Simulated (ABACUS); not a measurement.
# InAs (F-43m) in ABACUS: settings compared, part 2 of 2

ABACUS 3.10.1. The steps go on from the part before.

## (4) Relaxation of cell and atoms, PBE

run_abacus.py reads:

```python
"""ABACUS run from a structure file: ASE reads it, the script writes STRU, KPT and INPUT."""
import re
import subprocess
from ase.io import read
from ase.units import Bohr

atoms = read("InAs.xyz")
atoms = atoms[(-atoms.numbers).argsort(kind="stable")]  # ABACUS lists atoms element by element
pseudo = {'In': '49_In_13_2.5_3.1_pbe_n_v1.0.upf', 'As': '33_As_15_1.8_2.1_pbe_n_v1.0.upf'}
orbital = {'In': 'In_confined-atom_8au_3s3p3d1f.orb', 'As': 'As_confined-atom_7au_3s3p3d1f.orb'}
magmoms = None
kmesh = [7, 7, 7]
params = {
    'suffix': 'InAs',
    'calculation': 'cell-relax',
    'basis_type': 'lcao',
    'pseudo_dir': './',
    'orbital_dir': './',
    'symmetry': 1,
    'dft_functional': 'pbe',
    'ecutwfc': 100,
    'pseudo_rcut': 10,
    'nspin': 1,
    'nbands': 18,
    'ks_solver': 'genelpa',
    'smearing_method': 'fd',
    'smearing_sigma': 0.00367493,
    'scf_thr': 1e-07,
    'scf_nmax': 100,
    'mixing_type': 'broyden',
    'mixing_beta': 0.7,
    'cal_force': 1,
    'cal_stress': 1,
    'out_mul': 1,
    'relax_nmax': 60,
    'force_thr_ev': 0.01,
    'relax_method': 'cg',
    'out_stru': 1,
    'stress_thr': 0.2,
}

symbols = atoms.get_chemical_symbols()
elements = list(dict.fromkeys(symbols))
lines = ["ATOMIC_SPECIES"] + [f"{e} {atoms.get_masses()[symbols.index(e)]:.4f} {pseudo[e]}" for e in elements]
if orbital:
    lines += ["", "NUMERICAL_ORBITAL"] + [orbital[e] for e in elements]
lines += ["", "LATTICE_CONSTANT", f"{1 / Bohr:.10f}", "", "LATTICE_VECTORS"]
lines += [" ".join(f"{x:.10f}" for x in v) for v in atoms.cell]
lines += ["", "ATOMIC_POSITIONS", "Direct"]
for e in elements:
    lines += ["", e, "0.0", str(symbols.count(e))]
    for i, p in enumerate(atoms.get_scaled_positions(wrap=False)):
        if symbols[i] == e:
            mag = "" if magmoms is None else " mag " + " ".join(str(x) for x in (magmoms[i] if isinstance(magmoms[i], list) else [magmoms[i]]))
            lines.append(" ".join(f"{x:.10f}" for x in p) + " 1 1 1" + mag)
open("STRU", "w").write("\n".join(lines) + "\n")
open("KPT", "w").write("K_POINTS\n0\nGamma\n%d %d %d 0 0 0\n" % tuple(kmesh))
open("INPUT", "w").write("INPUT_PARAMETERS\n" + "".join(f"{k:<20s}{v}\n" for k, v in params.items()))

done = subprocess.run(['mpirun', '-np', '4', 'abacus'])
if done.returncode:
    raise SystemExit(done.returncode)
log = open("OUT.InAs/running_cell-relax.log").read()
print("final energy (eV):", re.findall(r"FINAL_ETOT_IS (\S+)", log))
```

InAs.xyz reads:

```xyz
2
Lattice="0.0000000000 3.0180000000 3.0180000000 3.0180000000 0.0000000000 3.0180000000 3.0180000000 3.0180000000 0.0000000000" Properties=species:S:1:pos:R:3 pbc="T T T"
In     0.0000000000      0.0000000000      0.0000000000
As     4.5270000000      4.5270000000      4.5270000000
```

On the command line:

```sh
> OMP_NUM_THREADS=1 python run_abacus.py > log
```

Run time: 14 s. Hardware: 4 MPI ranks of AMD EPYC 9R45 (Zen 5), shared host; peak memory 0.64 GiB.

It converged, with:

```yaml
Free_energy: -4365.6176 eV
Relaxed_volume: 29.88 Å³/atom
Relaxed_cell: a = 4.388 Å, b = 4.388 Å, c = 4.388 Å, α = 60.00°, β = 60.00°, γ = 60.00°
Space_group_after_relaxing_to_0.05_Å: F-43m (No. 216)
Energy_gained_by_relaxing: 34.4 meV/atom
Ionic_steps: 3
Pressure_after_relaxing: 0.0 GPa
Mulliken_charges: In -0.25; As +0.25 e
```

The path:
| step | energy change (eV) | largest force (eV/Å) | pressure (GPa) | volume (Å³) |
| --- | --- | --- | --- | --- |
| 1 | 0.0000 | 0.0000 | 4.98 | 54.98 |
| 2 | -0.0533 | 0.0000 | -1.84 | 62.33 |
| 3 | -0.0687 | 0.0000 | 0.01 | 59.76 |

Final structure:
```yaml
crystal:
  lattice:
    - [0.00000, 3.10313, 3.10313]
    - [3.10313, 0.00000, 3.10313]
    - [3.10313, 3.10313, 0.00000]
  atoms:
    - { symbol: In, position: [0.00000, 0.00000, 0.00000] }
    - { symbol: As, position: [0.75000, 0.75000, 0.75000] }
```

Caveat: the atomic orbitals were generated for these runs and aren't a published set; Mulliken charges move with the basis; the basis of atomic orbitals isn't converged, which shifts pressures, moduli and gaps. PBE usually gives volumes a little too large and moduli too small.

## (5) Single point, WC

INPUT reads:

```
INPUT_PARAMETERS
suffix              InAs
calculation         scf
basis_type          pw
pseudo_dir          ./
symmetry            1
dft_functional      wc
ecutwfc             40
pseudo_rcut         10
nspin               1
nbands              19
ks_solver           dav
smearing_method     fd
smearing_sigma      0.00367493
scf_thr             1e-08
scf_nmax            100
mixing_type         broyden
mixing_beta         0.7
cal_force           1
cal_stress          1
ecutrho             320
out_chg             1
kpar                4
```

STRU reads:

```
ATOMIC_SPECIES
In 114.8180 in_pbesol_v1.4.uspp.F.UPF
As 74.9216 as_pbesol_v1.uspp.F.UPF

LATTICE_CONSTANT
1.8897261246

LATTICE_VECTORS
0.0000000000 3.0180000000 3.0180000000
3.0180000000 0.0000000000 3.0180000000
3.0180000000 3.0180000000 0.0000000000

ATOMIC_POSITIONS
Direct

In
0.0
1
0.0000000000 0.0000000000 0.0000000000 1 1 1

As
0.0
1
0.7500000000 0.7500000000 0.7500000000 1 1 1
```

KPT reads:

```
K_POINTS
0
Gamma
6 6 6 0 0 0
```

Potentials or basis: GBRV ultrasoft 1.5 PBEsol, plane waves.

On the command line:

```sh
> OMP_NUM_THREADS=1 mpirun -np 4 abacus > log
```

Wall time 16 s (4 MPI ranks of Intel Xeon 6975P-C (Granite Rapids), shared host); peak memory 0.76 GiB.

Results (log left out):

```yaml
Free_energy: -2361.6409 eV
Pressure: 1.2 GPa
Band_gap_on_the_k_mesh: none (metal or under the smearing width)
```

Levels at points of the mesh, in eV from the Fermi level:
```csv
k point,band 6,band 7,band 8,band 9,band 10,band 11,band 12,band 13
"(0.00, 0.00, 0.00)",-11.98,-0.35,-0.04,-0.04,-0.04,3.81,3.81,3.81
"(0.50, 0.50, 0.50)",-10.48,-5.89,-1.05,-1.05,0.82,4.58,4.58,6.65
"(0.50, 0.50, 0.00)",-9.93,-5.96,-2.41,-2.41,1.37,1.93,9.02,9.20
```

Caveat: the potentials were made for another functional, which shifts forces and pressure; this crystal is a semiconductor, whose small gap the functional closes, so the metal is an error of the method.

## (6) The runs side by side

| task | level | potentials or basis | cell | k mesh | cutoff (eV) | max steps of the relaxation | force threshold | optimiser | stress threshold | SCF threshold on the density | mesh quality | gap on the mesh (eV) | pressure (GPa) | relaxed volume (Å³/atom) |
| --- | --- | --- | --- | --- | --- | --- | --- | --- | --- | --- | --- | --- | --- | --- |
| relaxation of cell and atoms | revTPSS | SG15 ONCV 1.2 PBE, plane waves | relaxed | 5 × 5 × 5 | 1320 | 60 | 0.005 eV/Å | cg | 0.5 kbar | 1e-08 | coarse | none | 0.0 | 29.08 |
| single point | PBE | SPMS ONCV 1.0 PBE, TZDP LCAO (the cutoffs set its grid) | as given | 7 × 7 × 7 | 1361 | - | - | - | - | 1e-07 | not flagged | none | 5.0 | - |
| relaxation of cell and atoms | PBE | SPMS ONCV 1.0 PBE, TZDP LCAO (the cutoffs set its grid) | relaxed | 7 × 7 × 7 | 1361 | 60 | 0.01 eV/Å | cg | 0.2 kbar | 1e-07 | not flagged | - | 0.0 | 29.88 |
| single point | WC | GBRV ultrasoft 1.5 PBEsol, plane waves | as given | 6 × 6 × 6 | 544 | - | - | - | - | 1e-08 | not flagged | none | 1.2 | - |

Alike in all rows: no spin polarisation; smearing fermi-dirac 0.05 eV.

Caveats: some runs use coarse meshes; the potentials were made for another functional, which shifts forces and pressure (some runs); this crystal is a semiconductor, whose small gap the functional closes, so the metal is an error of the method (some runs); the atomic orbitals were generated for these runs and aren't a published set (some runs); the basis of atomic orbitals isn't converged, which shifts pressures, moduli and gaps (some runs).

Total energies depend on the potentials used, so only differences within one code and one set of settings carry meaning.

## (7) Against experiment

Step 3. The gap isn't set beside the deposited one, since this odd mesh misses points on the zone boundary.

Step 5. A measured gap of InAs is 0.418 eV (direct; 4.2 K; a printed reference work, data compilation); the calculated 0.00 eV misses it by -0.42 eV. Spin-orbit coupling on As, In is left out. The value is that of WC on a finite k mesh, which can miss the band edges, without temperature or zero-point motion. Semilocal functionals fall short of measured gaps as a rule.
